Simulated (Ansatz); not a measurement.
Cu Kα1 powder pattern (kinematic, no thermal factors).
| 2θ (°) | relative intensity |
| --- | --- |
| 15.29 | 100 |
| 19.72 | 7 |
| 22.42 | 35 |
| 27.44 | 35 |
| 30.86 | 40 |
| 33.21 | 16 |
| 33.62 | 94 |
| 35.34 | 38 |
| 38.84 | 1 |
| 39.93 | 6 |
| 40.06 | 6 |
| 40.28 | 3 |
| 43.28 | 8 |
| 47.05 | 23 |
| 48.84 | 10 |
| 48.95 | 11 |
| 49.14 | 23 |
| 53.92 | 25 |
| 54.24 | 25 |
| 55.29 | 22 |
| 55.43 | 1 |
| 55.57 | 15 |
| 56.12 | 3 |
| 56.63 | 3 |
| 57.99 | 4 |
| 60.67 | 4 |
| 61.83 | 6 |
| 62.69 | 10 |
| 63.07 | 5 |
| 63.33 | 1 |
| 63.34 | 2 |
| 63.82 | 10 |
| 64.92 | 8 |
| 66.29 | 4 |
| 67.58 | 7 |
| 70.12 | 2 |
| 70.59 | 2 |
| 70.68 | 2 |
| 70.83 | 1 |
| 71.37 | 2 |
| 72.47 | 2 |
| 75.71 | 11 |
| 76.24 | 5 |
| 76.85 | 6 |
| 82.70 | 1 |
| 82.94 | 2 |
| 83.37 | 2 |
| 83.40 | 4 |
| 84.27 | 2 |
| 87.71 | 3 |
| 87.85 | 5 |
| 89.19 | 2 |
| 89.62 | 8 |

The pattern is computed from a structure relaxed with Ansatz, DFT PBE, scalar-relativistic, plane waves, PAW. No spin polarisation. Its elements are P.

Give the structure.

P.
Space group P2/m (No. 10). a = 4.593 Å, b = 3.305 Å, c = 5.912 Å, α = 90.00°, β = 101.68°, γ = 90.00°
```json
{"atom": "P", "site": "2m", "symmetry": "m", "x": "0.5408", "y": "0.0000", "z": "0.8172"}
{"atom": "P", "site": "2n", "symmetry": "m", "x": "0.1342", "y": "0.5000", "z": "0.1830"}
```

A pattern alone doesn't exclude other cells with like lines; this is the one computed.

The cell was found from a structure generator's guess, not taken from experiment. No dispersion correction is applied, so the spacing between layers, chains or molecules is poorly fixed.
